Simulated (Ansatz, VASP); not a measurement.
**Two plane-wave programs on PbSe**

File INCAR:

```
SYSTEM = PbSe
ALGO = Normal ; EDIFF = 1E-7
ENCUT = 520 ; GGA = PE
ISIF = 2 ; ISMEAR = -1
LASPH = .True. ; LCHARG = .False.
LREAL = .False. ; LWAVE = .False.
NBANDS = 28 ; NELM = 80
PREC = Accurate ; SIGMA = 0.02
```

File KPOINTS:

```
k-points
0
Gamma
  6 6 4
  0 0 0
```

File POSCAR:

```
PbSe
1.0
    4.2649097989      0.0000000000      0.0000000000
   -2.1324548994      3.6935202307      0.0000000000
    0.0000000000      0.0000000000      7.4999084324
Pb Se
2 2
Direct
    0.0000000000      0.0000000000      0.0000000000
    0.0000000000      0.0000000000      0.5000000000
    0.3333333333      0.6666666667      0.2500000000
    0.6666666667      0.3333333333      0.7500000000
```

Input for Ansatz:

```yaml
crystal:
  lattice:
    - [4.2649097989, 0.0, 0.0]
    - [-2.1324548994, 3.6935202307, 0.0]
    - [0.0, 0.0, 7.4999084324]
  atoms:
    - { symbol: Pb, position: [0.0, 0.0, 0.0] }
    - { symbol: Pb, position: [0.0, 0.0, 0.5] }
    - { symbol: Se, position: [0.3333333333, 0.6666666667, 0.25] }
    - { symbol: Se, position: [0.6666666667, 0.3333333333, 0.75] }
kpoints:
  mp_grid: { grid: [6, 6, 4] }
hamiltonian:
  xc: pbe
scf:
  occupations: { method: fermi_dirac, width: 0.02 }
  n_extra_bands: 5
output:
  forces: true
  stress: true
  eigenvalues: true
```

Alike in both runs: task single point; functional PBE; k mesh 6 × 6 × 4; occupations fermi-dirac, width 0.02 eV; no spin polarisation.

```csv
,VASP,Ansatz
version,VASP 6.6.1,Ansatz 0.2.0
potentials or method,"VASP PAW PBE potentials, release 64 (Pb_d, Se)","plane waves, PAW"
plane-wave cutoff (eV),520,420
valence electrons in the cell,40,60
```

```tsv
	VASP	Ansatz	Ansatz less VASP
pressure (GPa)	1.4	1.4	+0.01
largest component of the traceless stress (GPa)	0.21	0.21	+0.002
```

The two sets of potentials don't hold the same shells in valence.

Spin-orbit coupling is left out, which matters for the levels of Pb.
